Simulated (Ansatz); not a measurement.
Relaxed (001) slab cut from C (space group R-3m (No. 166)); the slab's formula is C, its outer planes C (top) and C (bottom):

```
C
1.0
     2.50685    0.00000    0.00000
    -1.25342    2.17099    0.00000
     0.00000    0.00000   29.93932
C
16
Direct
  0.33333 0.66667 0.25499
  0.00000 0.00000 0.26375
  0.00000 0.00000 0.31960
  0.66667 0.33333 0.33584
  0.66667 0.33333 0.38768
  0.33333 0.66667 0.40485
  0.33333 0.66667 0.45708
  0.66667 0.33333 0.47433
  0.66667 0.33333 0.52567
  0.00000 0.00000 0.54292
  0.00000 0.00000 0.59515
  0.66667 0.33333 0.61232
  0.66667 0.33333 0.66416
  0.33333 0.66667 0.68040
  0.33333 0.66667 0.73625
  0.00000 0.00000 0.74502
```

Computed with DFT PBEsol, scalar-relativistic, plane waves, PAW (Ansatz). Cutoff 420 eV; k points 12×12×1 on the computed 16-atom cell (Γ-centred); Gaussian smearing, width 0.05 eV; no spin polarisation. A dipole correction removes the field between periodic images along c.

The potential is the smooth part; its values at the atoms depend on the PAW datasets.

(1) How does the plane-averaged electrostatic potential energy of an electron run along c, counted from the Fermi level?

Results:

(1) (z (Å), V (eV)): (2.77, 4.74), (3.05, 4.74), (3.33, 4.74), (3.60, 4.74), (3.88, 4.74), (4.16, 4.74), (4.44, 4.74), (4.71, 4.74), (4.99, 4.73), (5.27, 4.72), (5.54, 4.70), (5.82, 4.64), (6.10, 4.48), (6.38, 4.06), (6.65, 2.97), (6.93, 0.12), (7.21, -7.53), (7.48, -19.52), (7.76, -26.10), (8.04, -20.58), (8.32, -9.38), (8.59, -2.75), (8.87, -2.62), (9.15, -8.42), (9.43, -16.74), (9.70, -22.71), (9.98, -22.04), (10.26, -15.31), (10.53, -7.30), (10.81, -3.43), (11.09, -6.35), (11.37, -14.08), (11.64, -20.90), (11.92, -22.82), (12.20, -18.47), (12.47, -10.84), (12.75, -4.34), (13.03, -4.06), (13.31, -10.14), (13.58, -17.85), (13.86, -22.65), (14.14, -21.35), (14.42, -14.88), (14.69, -7.10), (14.97, -3.63), (15.25, -7.10), (15.52, -14.88), (15.80, -21.35), (16.08, -22.65), (16.36, -17.85), (16.63, -10.14), (16.91, -4.06), (17.19, -4.34), (17.46, -10.84), (17.74, -18.47), (18.02, -22.82), (18.30, -20.90), (18.57, -14.08), (18.85, -6.35), (19.13, -3.43), (19.41, -7.30), (19.68, -15.31), (19.96, -22.04), (20.24, -22.71), (20.51, -16.74), (20.79, -8.42), (21.07, -2.62), (21.35, -2.75), (21.62, -9.38), (21.90, -20.58), (22.18, -26.10), (22.45, -19.52), (22.73, -7.53), (23.01, 0.12), (23.29, 2.97), (23.56, 4.06), (23.84, 4.48), (24.12, 4.64), (24.40, 4.70), (24.67, 4.72), (24.95, 4.73), (25.23, 4.74), (25.50, 4.74), (25.78, 4.74), (26.06, 4.74), (26.34, 4.74), (26.61, 4.74), (26.89, 4.74), (27.17, 4.74)

The vacuum level lies 4.74 eV above the Fermi level.

Cost: 1 run of about 1.9 core-minutes, on Intel Xeon Platinum 8259CL (Skylake/Cascade Lake) (shared hosts).